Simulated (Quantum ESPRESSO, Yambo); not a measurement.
# Excitons of GaN (P6_3mc): kernels and approximations, part 2 of 3

Wanted: excitons and ε₂ of GaN (P6_3mc), with cost.

Quantum ESPRESSO 7.5 and Yambo 5.3.0; PBE and many-body steps on it, plane waves. Known limits of the many-body steps: not at the basis limit; no spin-orbit coupling; bindings not settled in the k mesh.

So far. Step 4 (Screening and self-energy, 6×6×4 mesh, 92 bands …): The gap on the mesh goes from 2.00 eV to 2.86 eV, a correction of +0.85 eV. Step 5 (Excitons): The lowest state lies at 2.527 eV, 0.329 eV under the direct gap.

The database entry behind the starting cell differs from later determinations by our own check (about 0.3 % short, ideal inner coordinate), so it need not match the best structure at ambient conditions.

### Step 6. Levels from G0W0

This step: Bethe-Salpeter equation on PBE with G0W0 levels, plane waves, norm-conserving pseudopotentials.

File bse4.in:

```
optics
bss
bse
em1s
dipoles
rim_cut
RandQpts= 1000000
RandGvec= 1 RL
Chimod= "HARTREE"
BSKmod= "SEX"
BSEmod= "resonant"
BSSmod= "d"
BSENGexx= 30 Ry
BSENGBlk= 6 Ry
% BSEQptR
 1 | 1 |
%
% BSEBands
 21 | 30 |
%
% BEnRange
 0 | 6 | eV
%
% BDmRange
 0.1 | 0.1 | eV
%
BEnSteps= 121
% BLongDir
 1 | 0 | 0 |
%
% BndsRnXs
 1 | 57 |
%
NGsBlkXs= 6 Ry
% LongDrXs
 1 | 1 | 1 |
%
KfnQPdb= "E < ./gw1/ndb.QP"
WRbsWF
```

The run is started by

```bash
$ OMP_NUM_THREADS=1 mpirun -n 4 yambo -F bse4.in -J bse4,bse3_W -C bse4 > bse4.log
```

The log of the run:

```text
 Yambo, version 5.3.0

 [02] CORE Variables Setup
 =========================

  [... cell, symmetries and grids as in the set-up ...]

  [02.05] Energies & Occupations
  ==============================

  [X] === General ===
  [X] Electronic Temperature                        :  0.000000  0.000000 [eV K]
  [X] Bosonic    Temperature                        :  0.000000  0.000000 [eV K]
  [X] Finite Temperature mode                       : no
  [X] El. density                                   :  0.11494E+25 [cm-3]
  [X] Fermi Level                                   :  11.85610 [eV]

  [X] === Gaps and Widths ===
  [X] Conduction Band Min                           :  2.000871 [eV]
  [X] Valence Band Max                              :  0.000000 [eV]
  [X] Filled Bands                                  :  26
  [X] Empty Bands                                   :   27   92
  [X] Direct Gap                                    :  2.000871 [eV]
  [X] Direct Gap localized at k                     :  1
  [X] Indirect Gap                                  :  2.000871 [eV]
  [X] Indirect Gap between kpts                     :  1  1
  [X] Last valence band width                       :  2.707424 [eV]
  [X] 1st conduction band width                     :  4.527718 [eV]

 [03] Transferred momenta grid and indexing
 ==========================================

 IBZ Q-points                                      :  24
 BZ  Q-points                                      :  144

 K/Q-points units:
 rlu = crystal or reduced units; cc = cartesian coordinates; iku = interal k-units

 Q [ 1]         [rlu]:  0.000000  0.000000  0.000000
 Q [ 2]         [rlu]:  0.000000  0.000000  0.250000
 Q [ 3]         [rlu]:  0.000000  0.000000 -0.500000
[...]
[K+QP] === Gaps and Widths ===
  [K+QP] Conduction Band Min                        :  2.855646 [eV]
  [K+QP] Valence Band Max                           : -0.552805E-4 [eV]
  [K+QP] Filled Bands                               :  26
  [K+QP] Empty Bands                                :   27   92
  [K+QP] Direct Gap                                 :  2.855701 [eV]
  [K+QP] Direct Gap localized at k                  :  1
  [K+QP] Indirect Gap                               :  2.855701 [eV]
  [K+QP] Indirect Gap between kpts                  :  1  1
  [K+QP] Last valence band width                    :  3.149557 [eV]
  [K+QP] 1st conduction band width                  :  4.769505 [eV]

  [coarse-grid] Minimum Bare Gap        [ev]:  2.000871
  [coarse-grid] Minimum Gap Correction  [ev]:  0.854830

  Eqp @ K [ 1]
  -142.8906 -142.8905  -93.6312  -93.6312  -93.6310  -93.6308  -93.6308  -93.6296
  -16.83161 -15.91346 -14.32621 -14.30508 -14.30508 -14.24218 -14.24218 -14.05587
  -14.05587 -13.95393 -13.95393 -12.66699  -7.91868  -1.22019  -1.22009  -0.06141
[...]
Eqp @ K [ 2]
[...]
Eqp @ K [ 3]
[...]
Eqp @ K [ 8]
[...]
Eqp @ K [ 9]
[...]
[... 85 further rows ...]
   25.72562  26.01685  27.45744  28.10540  29.02033  29.69437  30.41144  32.54394
   32.89450  33.59833  34.64274  35.73751  36.32243  37.18753  38.05541  39.35750

 [06] Dipoles
 ============

  [06.01] Setup: observables and procedures
  =========================================

  [WARNING] [r,Vnl^pseudo] included in position and velocity dipoles.

  [WARNING] In case H contains other non local terms, these are neglected

 [07] Static Dielectric Matrix
 =============================

    [08.01.05.02] Main kernel loop
    ==============================

    [08.01.05.03] Wave-Function Phases
    ==================================

    [BSE] WF phases found       :  78.64583 [o/o]

   [08.01.06] BSE solver(s) @q1
   ============================

   [08.01.07] Diago Solver @q1
   ===========================

 [11] Game Over & Game summary
```

Elapsed: 2.4 min, on 4 MPI ranks of Arm Neoverse V2, shared host; peak memory 1.9 GiB; 9.6 min of CPU time.

Numbers from this step:

* transitions in the window: 3456
* direct gap of the transition levels: 2.856 eV
* lowest state: 2.528 eV
* first strong exciton (over a fiftieth of the strongest listed): 2.528 eV
* binding of the lowest state below the direct gap: 0.3280 eV
* Coulomb term of one mesh cell: 0.3713 eV

The binding is 0.88 times the screened Coulomb term of one mesh cell (0.37 eV), so it is not shown settled.

The lowest state lies at 2.528 eV, 0.328 eV under the direct gap.

The ε₂ has structure finer than the step of the table below, so its rows give means over 0.2 eV, whole bins alone (the curve runs from 0 to 6 eV). Peaks (eV: height): BSE 2.55: 5.78, 4.05: 5.52, 4.50: 4.75, 5.35: 7.78, 5.70: 5.76; no electron-hole interaction 2.85: 4.62, 4.40: 3.25, 4.85: 3.35, 5.70: 4.37.

Field along x; broadening 0.1 eV; transition window only. Limits: finite bands, cutoff and mesh; no spin-orbit coupling; exciton not shown settled in the k mesh. ε₂ against photon energy; means over each step:

| photon energy (eV) | BSE | no electron-hole interaction |
| --- | --- | --- |
| 0.2 | 0.0395 | 0.0275 |
| 0.4 | 0.0437 | 0.0298 |
| 0.6 | 0.0489 | 0.0326 |
| 0.8 | 0.0554 | 0.0360 |
| 1.0 | 0.0639 | 0.0402 |
| 1.2 | 0.0756 | 0.0455 |
| 1.4 | 0.0926 | 0.0526 |
| 1.6 | 0.120 | 0.0625 |
| 1.8 | 0.169 | 0.0774 |
| 2.0 | 0.277 | 0.102 |
| 2.2 | 0.626 | 0.150 |
| 2.4 | 2.75 | 0.269 |
| 2.6 | 3.98 | 0.743 |
| 2.8 | 0.910 | 3.25 |
| 3.0 | 0.406 | 1.84 |
| 3.2 | 0.312 | 0.469 |
| 3.4 | 0.335 | 0.258 |
| 3.6 | 0.487 | 0.216 |
| 3.8 | 1.17 | 0.244 |
| 4.0 | 4.24 | 0.380 |
| 4.2 | 2.44 | 1.11 |
| 4.4 | 3.31 | 2.68 |
| 4.6 | 2.62 | 1.29 |
| 4.8 | 1.02 | 2.63 |
| 5.0 | 1.19 | 1.32 |
| 5.2 | 3.62 | 0.619 |
| 5.4 | 5.86 | 0.785 |
| 5.6 | 4.52 | 2.48 |
| 5.8 | 4.32 | 3.09 |

The program warns that the window of bands cuts a degenerate level, which breaks the symmetry of states and spectrum.

### Step 7. Triplet (no exchange term)

This step: Bethe-Salpeter equation on PBE with a scissors shift, plane waves, norm-conserving pseudopotentials.

bse5.in, as its differences from bse4.in of step 6:

```diff
@@ -12,3 +12,3 @@
 BSSmod= "d"
-BSENGexx= 30 Ry
+BSENGexx= 1 RL
 BSENGBlk= 6 Ry
@@ -37,3 +37,5 @@
 %
-KfnQPdb= "E < ./gw1/ndb.QP"
+% KfnQP_E
+ 0.855 | 1.0 | 1.0 |
+%
 WRbsWF
```

The run is started by

```bash
$ OMP_NUM_THREADS=1 mpirun -n 4 yambo -F bse5.in -J bse5,bse3_W -C bse5 > bse5.log
```

The log of the run:

```text
 Yambo, version 5.3.0

 [02] CORE Variables Setup
 =========================

  [... cell, symmetries and grids as in the set-up ...]

  [02.05] Energies & Occupations
  ==============================

  [X] === General ===
  [X] Electronic Temperature                        :  0.000000  0.000000 [eV K]
  [X] Bosonic    Temperature                        :  0.000000  0.000000 [eV K]
  [X] Finite Temperature mode                       : no
  [X] El. density                                   :  0.11494E+25 [cm-3]
  [X] Fermi Level                                   :  11.85610 [eV]

  [X] === Gaps and Widths ===
  [X] Conduction Band Min                           :  2.000871 [eV]
  [X] Valence Band Max                              :  0.000000 [eV]
  [X] Filled Bands                                  :  26
  [X] Empty Bands                                   :   27   92
  [X] Direct Gap                                    :  2.000871 [eV]
  [X] Direct Gap localized at k                     :  1
  [X] Indirect Gap                                  :  2.000871 [eV]
  [X] Indirect Gap between kpts                     :  1  1
  [X] Last valence band width                       :  2.707424 [eV]
  [X] 1st conduction band width                     :  4.527718 [eV]

 [03] Transferred momenta grid and indexing
 ==========================================

 IBZ Q-points                                      :  24
 BZ  Q-points                                      :  144

 K/Q-points units:
 rlu = crystal or reduced units; cc = cartesian coordinates; iku = interal k-units

 Q [ 1]         [rlu]:  0.000000  0.000000  0.000000
 Q [ 2]         [rlu]:  0.000000  0.000000  0.250000
 Q [ 3]         [rlu]:  0.000000  0.000000 -0.500000
[...]
[K+QP] === Gaps and Widths ===
  [K+QP] Conduction Band Min                        :  2.855871 [eV]
  [K+QP] Valence Band Max                           :  0.000000 [eV]
  [K+QP] Filled Bands                               :  26
  [K+QP] Empty Bands                                :   27   92
  [K+QP] Direct Gap                                 :  2.855871 [eV]
  [K+QP] Direct Gap localized at k                  :  1
  [K+QP] Indirect Gap                               :  2.855871 [eV]
  [K+QP] Indirect Gap between kpts                  :  1  1
  [K+QP] Last valence band width                    :  2.707424 [eV]
  [K+QP] 1st conduction band width                  :  4.527718 [eV]

  [coarse-grid] Minimum Bare Gap        [ev]:  2.000871
  [coarse-grid] Minimum Gap Correction  [ev]:  0.855000

  Eqp @ K [ 1]
  -142.0996 -142.0996  -92.8402  -92.8402  -92.8401  -92.8399  -92.8399  -92.8387
  -16.04067 -15.12252 -13.53527 -13.51413 -13.51413 -13.45123 -13.45123 -13.26492
  -13.26492 -13.16299 -13.16299 -11.87604  -7.12773  -1.05794  -1.05794  -0.06036
[...]
Eqp @ K [ 2]
[...]
Eqp @ K [ 3]
[...]
Eqp @ K [ 8]
[...]
Eqp @ K [ 9]
[...]
[... 85 further rows ...]
   25.06294  25.35417  26.79476  27.44272  28.35764  29.03168  29.74876  31.88126
   32.23182  32.93564  33.98005  35.07482  35.65975  36.52484  37.39272  38.69482

 [06] Dipoles
 ============

  [06.01] Setup: observables and procedures
  =========================================

  [WARNING] [r,Vnl^pseudo] included in position and velocity dipoles.

  [WARNING] In case H contains other non local terms, these are neglected

 [07] Static Dielectric Matrix
 =============================

    [08.01.05.02] Main kernel loop
    ==============================

    [08.01.05.03] Wave-Function Phases
    ==================================

    [BSE] WF phases found       :  78.64583 [o/o]

   [08.01.06] BSE solver(s) @q1
   ============================

   [08.01.07] Diago Solver @q1
   ===========================

 [11] Game Over & Game summary
```

Elapsed: 2.5 min, on 4 MPI ranks; peak memory 1.9 GiB; 9.9 min of CPU time.

The lowest triplet lies at 2.510 eV; without spin-orbit coupling triplets are dark, so no spectrum is read.

The program warns that the window of bands cuts a degenerate level, which breaks the symmetry of states and spectrum.

### Step 8. Field along z

File bse6.in:

```
optics
bss
bse
em1s
dipoles
rim_cut
RandQpts= 1000000
RandGvec= 1 RL
Chimod= "HARTREE"
BSKmod= "SEX"
BSEmod= "resonant"
BSSmod= "h"
BSENGexx= 30 Ry
BSENGBlk= 6 Ry
% BSEQptR
 1 | 1 |
%
% BSEBands
 21 | 31 |
%
% BEnRange
 0 | 8 | eV
%
% BDmRange
 0.1 | 0.1 | eV
%
BEnSteps= 161
% BLongDir
 0 | 0 | 1 |
%
% BndsRnXs
 1 | 57 |
%
NGsBlkXs= 6 Ry
% LongDrXs
 1 | 1 | 1 |
%
% KfnQP_E
 0.855 | 1.0 | 1.0 |
%
BSHayTrs= -0.02
```

The run is started by

```bash
$ OMP_NUM_THREADS=1 mpirun -n 4 yambo -F bse6.in -J bse6,bse3_W -C bse6 > bse6.log
```

The log of the run:

```text
 Yambo, version 5.3.0

 [02] CORE Variables Setup
 =========================

  [... cell, symmetries and grids as in the set-up ...]

  [02.05] Energies & Occupations
  ==============================

  [X] === General ===
  [X] Electronic Temperature                        :  0.000000  0.000000 [eV K]
  [X] Bosonic    Temperature                        :  0.000000  0.000000 [eV K]
  [X] Finite Temperature mode                       : no
  [X] El. density                                   :  0.11494E+25 [cm-3]
[...]
============================

   [08.01.07] Haydock Solver in the optics basis @q1 using the hermitian scheme
   ============================================================================

   Accuracy (requested)      : -0.020000 [o/o]

   [WARNING] [EPS_extend] Possible inaccuracy in the EPS prolungation

   [WARNING] [EPS_extend] Possible inaccuracy in the EPS prolungation

   [WARNING] [EPS_extend] Possible inaccuracy in the EPS prolungation

[...]
[WARNING] [EPS_extend] Possible inaccuracy in the EPS prolungation

   [WARNING] [EPS_extend] Possible inaccuracy in the EPS prolungation
   Iterations                :   80

 [11] Game Over & Game summary
```

It took 46 s on 4 MPI ranks; peak memory 1.4 GiB.

Numbers from this step:

| Property | Result |
| --- | --- |
| transitions in the window | 4320 |
| direct gap of the transition levels | 2.856 eV |

The ε₂ has structure finer than the step of the table below, so its rows give means over 0.25 eV, whole bins alone (the curve runs from 0 to 8 eV). Peaks (eV: height): BSE 2.600: 6.59, 4.300: 12.0, 5.200: 8.05, 6.100: 27.7, 7.250: 14.9; no electron-hole interaction 2.900: 4.90, 4.700: 7.05, 5.650: 6.10, 6.550: 9.44, 6.800: 12.4, 7.700: 11.2.

Field along z; broadening 0.1 eV; transition window only. Limits: finite bands, cutoff and mesh; no spin-orbit coupling; exciton not shown settled in the k mesh. Table of ε₂ by photon energy; means over each step:

| photon energy (eV) | BSE | no electron-hole interaction |
| --- | --- | --- |
| 0.25 | 0.0452 | 0.0305 |
| 0.50 | 0.0513 | 0.0339 |
| 0.75 | 0.0593 | 0.0380 |
| 1.00 | 0.0702 | 0.0433 |
| 1.25 | 0.0859 | 0.0504 |
| 1.50 | 0.111 | 0.0604 |
| 1.75 | 0.157 | 0.0760 |
| 2.00 | 0.267 | 0.103 |
| 2.25 | 0.696 | 0.163 |
| 2.50 | 3.92 | 0.355 |
| 2.75 | 2.50 | 1.80 |
| 3.00 | 0.560 | 3.01 |
| 3.25 | 0.361 | 0.564 |
| 3.50 | 0.391 | 0.263 |
| 3.75 | 0.620 | 0.226 |
| 4.00 | 1.79 | 0.273 |
| 4.25 | 8.40 | 0.475 |
| 4.50 | 3.15 | 1.77 |
| 4.75 | 1.26 | 5.00 |
| 5.00 | 2.66 | 1.23 |
| 5.25 | 6.65 | 0.819 |
| 5.50 | 2.72 | 2.63 |
| 5.75 | 3.14 | 3.61 |
| 6.00 | 15.8 | 1.17 |
| 6.25 | 13.0 | 1.81 |
| 6.50 | 7.92 | 6.92 |
| 6.75 | 5.18 | 9.67 |
| 7.00 | 5.21 | 7.23 |
| 7.25 | 11.4 | 4.23 |
| 7.50 | 8.16 | 4.39 |
| 7.75 | 6.31 | 9.72 |

The program warns that the window of bands cuts a degenerate level, which breaks the symmetry of states and spectrum.

### Step 9. Beyond Tamm-Dancoff

File bse7.in:

```
optics
bss
bse
em1s
dipoles
rim_cut
RandQpts= 1000000
RandGvec= 1 RL
Chimod= "HARTREE"
BSKmod= "SEX"
BSEmod= "coupling"
BSSmod= "d"
BSENGexx= 30 Ry
BSENGBlk= 6 Ry
% BSEQptR
 1 | 1 |
%
% BSEBands
 21 | 28 |
%
% BEnRange
 0 | 6 | eV
%
% BDmRange
 0.1 | 0.1 | eV
%
BEnSteps= 121
% BLongDir
 1 | 0 | 0 |
%
% BndsRnXs
 1 | 57 |
%
NGsBlkXs= 6 Ry
% LongDrXs
 1 | 1 | 1 |
%
% KfnQP_E
 0.855 | 1.0 | 1.0 |
%
WRbsWF
```

The run is started by

```bash
$ OMP_NUM_THREADS=1 mpirun -n 4 yambo -F bse7.in -J bse7,bse3_W -C bse7 > bse7.log
```

The log of the run:

```text
 Yambo, version 5.3.0

 [02] CORE Variables Setup
 =========================

  [... cell, symmetries and grids as in the set-up ...]

  [02.05] Energies & Occupations
  ==============================

  [X] === General ===
  [X] Electronic Temperature                        :  0.000000  0.000000 [eV K]
  [X] Bosonic    Temperature                        :  0.000000  0.000000 [eV K]
  [X] Finite Temperature mode                       : no
  [X] El. density                                   :  0.11494E+25 [cm-3]
[...]
=========================================

  [WARNING] [r,Vnl^pseudo] included in position and velocity dipoles.

  [WARNING] In case H contains other non local terms, these are neglected

 [07] Static Dielectric Matrix
 =============================

    [08.01.05.02] Main kernel loop
    ==============================

    [08.01.05.03] Wave-Function Phases
    ==================================

    [BSE] WF phases found       :  78.12500 [o/o]

   [08.01.06] BSE solver(s) @q1
   ============================

   [08.01.07] Diago Solver @q1
   ===========================

   [WARNING] Parallel non-herm diag not yet implemented. Switching to LK

 [11] Game Over & Game summary
```

The job ended after 3 min (4 MPI ranks; peak memory 4 GiB).

Numbers from this step:

```
transitions in the window                                      : 1728
direct gap of the transition levels                            : 2.856 eV
lowest state                                                   : 2.526 eV
first strong exciton (over a fiftieth of the strongest listed) : 2.526 eV
binding of the lowest state below the direct gap               : 0.3298 eV
Coulomb term of one mesh cell                                  : 0.3713 eV
```

The binding is 0.89 times the screened Coulomb term of one mesh cell (0.37 eV), so it is not shown settled.

The lowest state lies at 2.526 eV, 0.330 eV under the direct gap.

The ε₂ has structure finer than the step of the table below, so its rows give means over 0.25 eV, whole bins alone (the curve runs from 0 to 6 eV). Peaks (eV: height): BSE 2.550: 5.56, 3.850: 5.42, 4.250: 4.45, 5.000: 6.79, 5.950: 12.3; no electron-hole interaction 2.850: 4.61, 4.200: 3.45, 4.600: 3.45, 5.400: 4.42, 5.700: 3.77.

Field along x; broadening 0.1 eV; transition window only. Limits: finite bands, cutoff and mesh; no spin-orbit coupling; exciton not shown settled in the k mesh. The ε₂ by photon energy; means over each step:

| photon energy (eV) | BSE | no electron-hole interaction |
| --- | --- | --- |
| 0.25 | 0.00788 | 0.00488 |
| 0.50 | 0.0164 | 0.0100 |
| 0.75 | 0.0262 | 0.0157 |
| 1.00 | 0.0385 | 0.0224 |
| 1.25 | 0.0555 | 0.0309 |
| 1.50 | 0.0823 | 0.0424 |
| 1.75 | 0.133 | 0.0599 |
| 2.00 | 0.261 | 0.0911 |
| 2.25 | 0.879 | 0.162 |
| 2.50 | 4.08 | 0.425 |
| 2.75 | 1.35 | 2.48 |
| 3.00 | 0.419 | 1.97 |
| 3.25 | 0.364 | 0.406 |
| 3.50 | 0.648 | 0.259 |
| 3.75 | 3.02 | 0.332 |
| 4.00 | 2.93 | 1.06 |
| 4.25 | 3.33 | 2.46 |
| 4.50 | 1.24 | 2.20 |
| 4.75 | 1.50 | 1.61 |
| 5.00 | 5.11 | 0.737 |
| 5.25 | 3.96 | 2.13 |
| 5.50 | 3.43 | 3.21 |
| 5.75 | 6.83 | 2.95 |

The program warns that the window of bands cuts a degenerate level, which breaks the symmetry of states and spectrum.

### Step 10. Finite momentum (q 2)

bse8.in, as its differences from bse7.in of step 9:

```diff
@@ -10,3 +10,3 @@
 BSKmod= "SEX"
-BSEmod= "coupling"
+BSEmod= "resonant"
 BSSmod= "d"
@@ -15,6 +15,6 @@
 % BSEQptR
- 1 | 1 |
+ 2 | 2 |
 %
 % BSEBands
- 21 | 28 |
+ 21 | 29 |
 %
```

The run is started by

```bash
$ OMP_NUM_THREADS=1 mpirun -n 4 yambo -F bse8.in -J bse8,bse3_W -C bse8 > bse8.log
```

The log of the run:

```text
 Yambo, version 5.3.0

 [02] CORE Variables Setup
 =========================

  [... cell, symmetries and grids as in the set-up ...]

  [02.05] Energies & Occupations
  ==============================

  [X] === General ===
  [X] Electronic Temperature                        :  0.000000  0.000000 [eV K]
  [X] Bosonic    Temperature                        :  0.000000  0.000000 [eV K]
  [X] Finite Temperature mode                       : no
  [X] El. density                                   :  0.11494E+25 [cm-3]
[...]
[06] Dipoles
 ============

  [06.01] Setup: observables and procedures
  =========================================

  [WARNING] [r,Vnl^pseudo] included in position and velocity dipoles.

  [WARNING] In case H contains other non local terms, these are neglected

 [07] Static Dielectric Matrix
 =============================

    [08.01.05.02] Main kernel loop
    ==============================

    [08.01.05.03] Wave-Function Phases
    ==================================

    [BSE] WF phases found       :  78.62654 [o/o]

   [08.01.06] BSE solver(s) @q2
   ============================

   [08.01.07] Diago Solver @q2
   ===========================

 [11] Game Over & Game summary
```

The job ended after 76 s (4 MPI ranks; peak memory 1.5 GiB).

Numbers from this step:

- transitions in the window: 2592
- lowest state: 2.688 eV
- first strong exciton (over a fiftieth of the strongest listed): 3.769 eV

The lowest state lies at 2.688 eV.

The program warns that the window of bands cuts a degenerate level, which breaks the symmetry of states and spectrum.

(Part 2 of 3 ends here.)

[Paths, hosts, dates, memory and timing lines, banners, echoed tables and standing remarks are left out of the program output.]

[Logs are printed without paths, hosts, clocks, repeated set-up lines and the standing remarks that a program may print on its own settings, such as how far it seeks lower states.]

[Runs of the session that timed out or met a known fault of the program may be left out.]

[Hosts, paths, dates, database ids (printed as entryN), source tags and the programs' standing remarks are cut or masked in the printed files.]
